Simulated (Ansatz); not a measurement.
# Cu2O: the cost of one run

Program: Ansatz 0.2.0. Level of theory: DFT PBEsol, scalar-relativistic, plane waves, PAW. These are calculated values, not measurements.

The COD entry's cell or inner coordinates are ideal or old and differ from later refinements, so a difference from it is no clean test against experiment.

1 further run of the same task is left out (set aside as unsound or not needed).

### Step 1. The system as given

The structure is cubic, space group Pn-3m (No. 224). Conventional cell: a = 4.222 Å, b = 4.222 Å, c = 4.222 Å, α = 90.00°, β = 90.00°, γ = 90.00°. Cu (site symmetry -3m) is surrounded by 2 O at 1.83 Å. Around O (site symmetry -43m) lie 4 Cu at 1.83 Å.

Structure file:

```
CELL_PARAMETERS angstrom
4.22235 0.00000 0.00000
0.00000 4.22235 0.00000
0.00000 0.00000 4.22235
ATOMIC_POSITIONS crystal
Cu 0.25000 0.25000 0.25000
Cu 0.25000 0.75000 0.75000
Cu 0.75000 0.75000 0.25000
Cu 0.75000 0.25000 0.75000
O 0.00000 0.00000 0.00000
O 0.50000 0.50000 0.50000
```

This cell was relaxed beforehand with the same method: volume 12.55 Å³/atom, gap on the mesh 0.56 eV.

### Step 2. Bands, states and charges

input.yaml reads:

```yaml
crystal:
  lattice:
    - [4.2223527707, 0.0, 0.0]
    - [0.0, 4.2223527707, 0.0]
    - [0.0, 0.0, 4.2223527707]
  atoms:
    - { symbol: Cu, position: [0.25, 0.25, 0.25] }
    - { symbol: Cu, position: [0.25, 0.75, 0.75] }
    - { symbol: Cu, position: [0.75, 0.75, 0.25] }
    - { symbol: Cu, position: [0.75, 0.25, 0.75] }
    - { symbol: O, position: [0.0, 0.0, 0.0] }
    - { symbol: O, position: [0.5, 0.5, 0.5] }
basis:
  ecutwfc: 420
kpoints:
  mp_grid: { grid: [8, 8, 8] }
  band_path:
    path:
      - [[0.0, 0.0, 0.0], [0.0, 0.5, 0.0], [0.5, 0.5, 0.0], [0.0, 0.0, 0.0], [0.5, 0.5, 0.5], [0.0, 0.5, 0.0]]
      - [[0.5, 0.5, 0.5], [0.5, 0.5, 0.0]]
    npoints: 14
hamiltonian:
  xc: pbesol
scf:
  occupations: { method: gaussian, width: 0.02 }
  n_extra_bands: 15
output:
  forces: true
  stress: true
  eigenvalues: true
  populations: true
  dos: { projected: true, de: 0.02, nscf_kmesh: { grid: [12, 12, 12] } }
  bader: true
  write_density: true
  write_potential: true
  elf: true
  volumetric_format: npy
```

Launch:

```sh
> ansatz run input.yaml --threads 2 --pin off --max-ram 5120MiB --backend cpu --events-out ev --progress --plain --runs-dir out
```

What time and memory should one allow on 2 threads of Arm Neoverse V2, shared host?

About 38 s, with a peak of 0.48 GiB.
